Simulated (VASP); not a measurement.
**BaO: equation of state with PBEsol**

Crystal: BaO.

```
Ba O
1.0
     0.00000    2.75000    2.75000
     2.75000    0.00000    2.75000
     2.75000    2.75000    0.00000
Ba O
1 1
Cartesian
  0.0000 0.0000 0.0000
  2.7500 2.7500 2.7500
```

| Quantity | Value |
| --- | --- |
| Program | VASP 6.6.1 |
| Task | equation of state |
| Functional | PBEsol |
| Potentials or basis | VASP PAW PBE potentials, release 64 (Ba_sv, O) |
| Cutoff | 520 eV |
| k mesh | 8 × 8 × 8 |
| Occupations | fermi-dirac, width 0.05 eV |
| Spin | no spin polarisation |
| Ladder | free |
| Further INCAR settings | ALGO = Normal; EDIFF = 1e-07; NBANDS = 15 |

```
Equilibrium volume                      : 21.20 Å³/atom
Bulk modulus                            : 76 GPa
Pressure derivative of the bulk modulus : 4.7
```

Energy against volume, from the lowest point:
| volume (Å³/atom) | energy (meV/atom) |
| --- | --- |
| 19.549 | 35.80 |
| 19.965 | 19.27 |
| 20.381 | 8.15 |
| 20.797 | 1.91 |
| 21.213 | 0.00 |
| 21.629 | 1.98 |
| 22.045 | 7.44 |

All runs of the series together: 3.6 min on 1 thread of AMD EPYC 7R43 64-Core Processor (Zen 3), on a shared host.

Caveat: the PAW data sets were made with another functional, which shifts forces and pressure a little. Spin-orbit coupling is left out, which matters for the levels of Ba.
